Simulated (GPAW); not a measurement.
# CdSe (Cadmoselite) (P6_3mc) in GPAW: a series of runs

One crystal, CdSe (Cadmoselite), is run at these levels: LDA, TB-mBJ, PBE; tasks: dielectric tensor, single point.

Everything below comes from runs of GPAW 26.7.0. Logs are shortened: lines on timing, memory, paths and dates and some standing lists are left out, and cuts for length are marked. The log counts tension as positive stress, the text compression.

**The experiment to reproduce.**

A printed reference work, data compilation reports, for a bulk crystal of CdSe at 2 K: band gap 1.841 eV.

How close the calculation comes is told below.

## Step 1: The structure

The structure is hexagonal, space group P6_3mc (No. 186). Conventional cell: a = 4.300 Å, b = 4.300 Å, c = 7.020 Å, α = 90.00°, β = 90.00°, γ = 120.00°. Cd (site symmetry 3m) is surrounded by 4 Se at 2.61 to 2.70 Å. Around Se (site symmetry 3m) lie 4 Cd at 2.61 to 2.70 Å.

## Step 2: Dielectric tensor, LDA

Contents of run.py:

```python
import numpy as np
from ase import Atoms
from ase.dft.bandgap import bandgap
from ase.io import write
from gpaw import GPAW, PW
from gpaw.response.df import DielectricFunction

atoms = Atoms(['Cd', 'Cd', 'Se', 'Se'],
              cell=[[4.3, 0.0, 0.0],
                    [-2.15, 3.7239092363, 0.0],
                    [0.0, 0.0, 7.02]],
              scaled_positions=[[0.6666666667, 0.3333333333, 0.5],
                                [0.3333333333, 0.6666666667, 0.0],
                                [0.6666666667, 0.3333333333, 0.885],
                                [0.3333333333, 0.6666666667, 0.385]],
              pbc=True)

calc = GPAW(mode=PW(450),
            xc='LDA',
            kpts={'size': (6, 6, 3), 'gamma': True},
            occupations={'name': 'fermi-dirac', 'width': 0.001},
            nbands=31,
            convergence={'density': 1e-06},
            maxiter=150,
            txt='gpaw.txt')
atoms.calc = calc
energy = atoms.get_potential_energy()
calc.write('gs.gpw')
write('result.traj', atoms)
print(f'Energy: {energy:.6f} eV')
print('Fermi level:', round(calc.get_fermi_level(), 4), 'eV')
print(f'Gap: {bandgap(calc)[0]:.4f} eV, direct: {bandgap(calc, direct=True)[0]:.4f} eV')

for size in [(8, 8, 5), (11, 11, 6)]:
    name = 'x'.join(str(n) for n in size)
    dense = calc.fixed_density(kpts={'size': size, 'gamma': True},
                               nbands=64, convergence={'bands': 58, 'eigenstates': 1e-7},
                               update_fermi_level=True, txt=f'dense-{name}.txt')
    dense.write(f'{name}.gpw', mode='all')
    df = DielectricFunction(f'{name}.gpw', frequencies=np.array([0.0]), hilbert=False, eta=0.001,
                            ecut=80, nbands=58, intraband=False, txt=f'df-{name}.txt')
    for xc in ['RPA', 'ALDA', 'LR0.2']:
        for direction in ['x', 'y', 'z', [0, 1, 1], [1, 0, 1], [1, 1, 0]]:
            e0, e = df.get_macroscopic_dielectric_constant(xc=xc, direction=direction)
            print(f'{name} {xc} {direction}: {e0:.4f} without, {e:.4f} with local fields')
```

Potentials or basis: the program's PAW data sets (release 1.2.1) made for this functional, pw.

The run is started by

```sh
> OMP_NUM_THREADS=1 python run.py
```

gpaw.txt:

```text
__  _  _
 | _ |_)|_||  |
 |__||  | ||/\| - 26.7.0

Input parameters:
  mode=PW(ecut=450.00000000000006),
  convergence={'density': 1e-06},
  kpts=MonkhorstPack(size=(6, 6, 3), gamma=True),
  maxiter=150,
  nbands=31,
  occupations=Occupations(name='fermi-dirac', width=0.001),
  xc=XC(name='LDA')

Diagonalizing LCAO Hamiltonian
Converting LCAO to pw mode

            Se

        Se  Cd

        Cd

Atoms  # Å, Bohr magnetons
|   | symbol |         x |        y |        z |    initial magnetic moments |
|---|--------|-----------|----------|----------|-----------------------------|
| 0 |     Cd |  2.150000 | 1.241303 | 3.510000 | ( 0.0000,  0.0000,  0.0000) |
| 1 |     Cd | -0.000000 | 2.482606 | 0.000000 | ( 0.0000,  0.0000,  0.0000) |
| 2 |     Se |  2.150000 | 1.241303 | 6.212700 | ( 0.0000,  0.0000,  0.0000) |
| 3 |     Se | -0.000000 | 2.482606 | 2.702700 | ( 0.0000,  0.0000,  0.0000) |

Unit cell  # Å
| periodic |         x |        y |        z |  lengths |     angles |
|----------|-----------|----------|----------|----------|------------|
|      yes |  4.300000 | 0.000000 | 0.000000 | 4.300000 |  90.000000 |
|      yes | -2.150000 | 3.723909 | 0.000000 | 4.300000 |  90.000000 |
|      yes |  0.000000 | 0.000000 | 7.020000 | 7.020000 | 120.000000 |

Number of symmetries: 6
Symmetry operations  # r_c * U_cc + t_c -> r_c
|   | kind |            matrix            |
|---|------|------------------------------|
| 0 |  σ   |  1, 1, 0,  0,-1, 0,  0, 0, 1 |
| 1 |  E   |  1, 0, 0,  0, 1, 0,  0, 0, 1 |
| 2 |  C3  |  0, 1, 0, -1,-1, 0,  0, 0, 1 |
| 3 |  σ   |  0,-1, 0, -1, 0, 0,  0, 0, 1 |
| 4 |  σ   | -1, 0, 0,  1, 1, 0,  0, 0, 1 |
| 5 |  C3  | -1,-1, 0,  1, 0, 0,  0, 0, 1 |

BZ-sampling:
  Number of BZ points: 108
  Number of IBZ points: 17

  Monkhorst-Pack size: [6, 6, 3]
  Monkhorst-Pack shift: [0.08333333333333333, 0.08333333333333333, 0.0]

K-points  # in reciprocal-cell coordinates
|     |                                coordinates |     weight |
|-----|--------------------------------------------|------------|
|   0 | (  0.00000000,   0.00000000,   0.00000000) | 0.00925926 |
|   1 | (  0.00000000,   0.00000000,   0.33333333) | 0.01851852 |
|   2 | (  0.16666667,   0.00000000,  -0.33333333) | 0.05555556 |
|   3 | (  0.16666667,   0.00000000,   0.00000000) | 0.05555556 |
|   4 | (  0.16666667,   0.00000000,   0.33333333) | 0.05555556 |
|   5 | (  0.33333333,  -0.16666667,   0.00000000) | 0.05555556 |
|   6 | (  0.33333333,  -0.16666667,   0.33333333) | 0.11111111 |
|   7 | (  0.33333333,   0.00000000,  -0.33333333) | 0.05555556 |
|   8 | (  0.33333333,   0.00000000,   0.00000000) | 0.05555556 |
|   9 | (  0.33333333,   0.00000000,   0.33333333) | 0.05555556 |
| ... |                                            |            |
|  16 | (  0.50000000,   0.50000000,   0.33333333) | 0.05555556 |

Plane wave coefficients: 2448
Cutoff: 450.00000000000006 eV

Spin-components: 1 (collinear spins)
Bands:           31
Projectors:      22
Spin-degeneracy: 2
Datatype:        complex128

Parallelization:
  kpt:    1
  domain: 1
  band:   1

Density:
  Valence electrons: 36.0
  Components: 1
  Grid points: [24 24 35]
  Charge: 0.0  # |e|

Potential:
  Grid points: [24 24 35]

species:
  Cd:
    name:    Cadmium
    Z:       48.0
    valence: 12
    core:    36
    charge:  0.0  # [|e|]
    compensation charges:
      type: gauss
      rc: 0.38  # [Å]
      lmax: 2
    cutoffs:
      filter: 2.12  # [Å]
      core: 2.62  # [Å]
    projectors
    | kind |    occ | energy [eV] | rcut [Å] |
    |------|--------|-------------|----------|
    |   5s |  2.000 |      -5.950 |    1.191 |
    |   5p |  0.000 |      -1.328 |    1.228 |
    |   4d | 10.000 |     -11.904 |    1.164 |
    |    s |        |      21.261 |    1.191 |
    |    p |        |      25.883 |    1.228 |
    |    d |        |      15.307 |    1.164 |

    Using partial waves for Cd as LCAO basis

  Se:
    name:    Selenium
    Z:       34.0
    valence: 6
    core:    28
    charge:  0.0  # [|e|]
    compensation charges:
      type: gauss
      rc: 0.27  # [Å]
      lmax: 2
    cutoffs:
      filter: 1.77  # [Å]
      core: 2.67  # [Å]
    projectors
    | kind |    occ | energy [eV] | rcut [Å] |
    |------|--------|-------------|----------|
    |   4s |  2.000 |     -17.472 |    0.847 |
    |   4p |  4.000 |      -6.656 |    1.005 |
    |    s |        |       9.739 |    0.847 |
    |    p |        |      20.555 |    1.005 |
    |    d |        |       0.000 |    0.847 |

    Using partial waves for Se as LCAO basis

Reference energy: -436106.280585  # eV

eigensolver:
  PPCG
  Converge bands: occupied
  niter=2

density mixing:
  MSR1-Mixer
  Pratt-step length: 0.05
  Maximum mixing coefficient: 0.75
  Old densities: 10
  SVD Regularization: 0.005
  Good broyden scale: 1.0
  Trust region scale: 1.0
  Backstep threshold: 4.0
  History deletion threshold: 6.0
  Fourier metric: weight=20.0, sigma=0.015

occupation numbers:
  Fermi-Dirac:
    width: 0.0010  # eV

poisson solver:
  ecut: 3600.0000000000005  # eV

xc functional:
  name: None

convergence criteria:
- Maximum integral of absolute [dens]ity change: 1e-06 electrons / valence electron
- Maximum [total energy] change in last 3 cyles: 0.0005 eV / valence electron
- Maximum integral of absolute [eigenst]ate change: 4e-08 eV^2 / valence electron
maximum number of iterations: 150

SCF iterations
|iter     | |      energy | eigst |  dens |
|---------|-|-------------|-------|-------|
|iter:   1| |  -14.513245 | -0.61 |       |
|iter:   2| |  -14.366233 | -2.54 | -1.20 |
|iter:   3| |  -13.825506 | -1.56 | -1.25 |
|iter:   4| |  -13.814745 | -3.48 | -1.80 |
|iter:   5| |  -13.812470c| -3.81 | -2.28 |
|iter:   6| |  -13.812454c| -5.31 | -3.01 |
|iter:   7| |  -13.812455c| -6.60 | -3.61 |
|iter:   8| |  -13.812455c| -7.59c| -4.77 |
|iter:   9| |  -13.812455c| -8.00c| -5.24 |
|iter:  10| |  -13.812455c| -8.52c| -5.54 |
|iter:  11| |  -13.812455c| -8.83c| -6.47c|

Converged in 11 steps
Energy contributions relative to reference atoms: (reference = -436106.280585)

Energy contributions:
  Kinetic:          31.789394
  Coulomb:         -28.861258
  Zero:              0.109681
  External:          0.000000
  Xc:              -16.850272
  Entropy:          -0.000000
  Spinorbit:         0.000000
  ----------------------------
  Free energy:     -13.812455
  Extrapolated:    -13.812455

dipole moment: (0.000006, 0.000011, -18.458615)  # |e|*Ang

Fermi level: 3.352
Eigenvalues  # (at kpt = [0.000, 0.000, 0.000])
| band index |      eig [eV] | occ [0-2] |
|------------|---------------|-----------|
|          0 |        -9.359 |     2.000 |
|        ... |               |           |
|         10 |        -4.143 |     2.000 |
|         11 |        -3.867 |     2.000 |
|         12 |        -1.019 |     2.000 |
|         13 |         2.582 |     2.000 |
|         14 |         2.582 |     2.000 |
|         15 |         3.302 |     2.000 |
[... 8 lines left out ...]
|         24 |        10.177 |     0.000 |
|         25 |        10.779 |     0.000 |
|        ... |               |           |
|         30 |        14.135 |     0.000 |

Gap: 0.422 eV
Transition (v -> c):
  (s=0, k=0, n=17, [0.00, 0.00, 0.00]) -> (s=0, k=0, n=18, [0.00, 0.00, 0.00])
No difference between direct/indirect transitions
# Writing to gs.gpw (mode='')
```

Wall time 23 min (1 thread of Intel Xeon at 2.50GHz (Skylake/Cascade Lake), shared host); peak memory 2 GiB.

What came out:

```
Free energy                             : -13.8125 eV
Band gap on the k mesh                  : 0.42 eV, direct
Electronic dielectric tensor (diagonal) : 11.44, 11.44, 11.38
```

Electronic dielectric tensor:
```
11.44  0.00  0.00
 0.00 11.44  0.00
 0.00  0.00 11.38
```

Caveat: the dielectric constant isn't converged in the k mesh; the gap is small at this level, which inflates the dielectric constant; the long-wavelength limit can be off by several per cent where d states take part; an odd mesh through Γ misses points on the zone boundary, where band edges often lie.

## Step 3: Single point, TB-mBJ

Contents of run.py:

```python
from ase import Atoms
from ase.dft.bandgap import bandgap
from ase.io import write
from gpaw import GPAW, PW

atoms = Atoms(['Cd', 'Cd', 'Se', 'Se'],
              cell=[[4.3, 0.0, 0.0],
                    [-2.15, 3.7239092363, 0.0],
                    [0.0, 0.0, 7.02]],
              scaled_positions=[[0.6666666667, 0.3333333333, 0.5],
                                [0.3333333333, 0.6666666667, 0.0],
                                [0.6666666667, 0.3333333333, 0.885],
                                [0.3333333333, 0.6666666667, 0.385]],
              pbc=True)

calc = GPAW(mode=PW(600),
            xc='TB09',
            kpts={'size': (6, 6, 4), 'gamma': True},
            occupations={'name': 'fermi-dirac', 'width': 0.05},
            nbands=31,
            convergence={'density': 1e-05, 'energy': 1e-05},
            eigensolver='cg',
            maxiter=150,
            txt='gpaw.txt')
atoms.calc = calc
energy = atoms.get_potential_energy()
calc.write('gs.gpw')
write('result.traj', atoms)
print('Fermi level:', round(calc.get_fermi_level(), 4), 'eV')
print(f'Gap: {bandgap(calc)[0]:.4f} eV, direct: {bandgap(calc, direct=True)[0]:.4f} eV')
```

Potentials or basis: GPAW PAW data sets for LDA (gpaw-data 1.2.1), pw.

The run is started by

```sh
> OMP_NUM_THREADS=1 python run.py
```

Wall time 7.8 min (1 thread of Intel Xeon at 2.50GHz (Skylake/Cascade Lake), shared host); peak memory 0.37 GiB.

It converged, with:

* Band gap on the k mesh: 2.02 eV, direct

Levels at points of the mesh, in eV from the valence-band top:
| k point | band 14 | band 15 | band 16 | band 17 | band 18 | band 19 | band 20 | band 21 | band 22 | band 23 |
| --- | --- | --- | --- | --- | --- | --- | --- | --- | --- | --- |
| (0.00, 0.00, 0.00) | -0.64 | -0.64 | -0.03 | 0.00 | 0.00 | 2.02 | 3.20 | 6.65 | 6.65 | 6.89 |
| (0.00, 0.00, 0.50) | -2.21 | -0.33 | -0.33 | -0.33 | -0.33 | 3.41 | 3.41 | 6.68 | 6.68 | 6.95 |
| (0.50, 0.50, 0.00) | -3.28 | -2.32 | -1.69 | -1.10 | -0.75 | 4.19 | 4.20 | 5.56 | 7.04 | 7.27 |
| (0.50, 0.50, 0.50) | -3.79 | -1.25 | -1.25 | -1.17 | -1.17 | 3.98 | 3.98 | 5.54 | 5.54 | 8.70 |

Caveat: a model potential gives levels but no total energy.

(Part 1 of 3 ends here.)
